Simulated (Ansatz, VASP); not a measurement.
## Two plane-wave programs on Cs2I

```
Cs I
1.0
     5.39725    0.00000    0.00000
    -2.69862    4.67415    0.00000
     0.00000    0.00000   19.21758
Cs I
4 2
Direct
  0.33333 0.66667 0.62295
  0.66667 0.33333 0.12295
  0.33333 0.66667 0.87705
  0.66667 0.33333 0.37705
  0.33333 0.66667 0.25000
  0.66667 0.33333 0.75000
```

Alike in both runs: functional PBE; k mesh 6 × 6 × 1; occupations gaussian, width 0.1 eV; no spin polarisation.

Ansatz relaxed the structure, and its values are those at the end. VASP's run is a single point on that final structure, the one shown.

|  | VASP | Ansatz |
| --- | --- | --- |
| version | VASP 6.6.1 | Ansatz 0.2.0 |
| potentials or method | VASP PAW PBE potentials, release 64 (Cs_sv, I) | scalar-relativistic, plane waves, PAW |
| plane-wave cutoff (eV) | 520 | 420 |
| valence electrons in the cell | 50 | 70 |

VASP gave:

| Quantity | Value |
| --- | --- |
| gap on the k mesh at the Fermi level (eV) | none |
| pressure (GPa) | 0.0 |
| rms of the force components (eV/Å) | 0.011 |

Which values does Ansatz return?

gap on the k mesh at the Fermi level (eV): none; pressure (GPa): -0.1; rms of the force components (eV/Å): 0.013.

A gap of «none» marks a metal or a gap that the smearing closes. The two sets of potentials don't hold the same shells in valence.

The runs have no spin-orbit coupling, so splittings on Cs, I are missing.
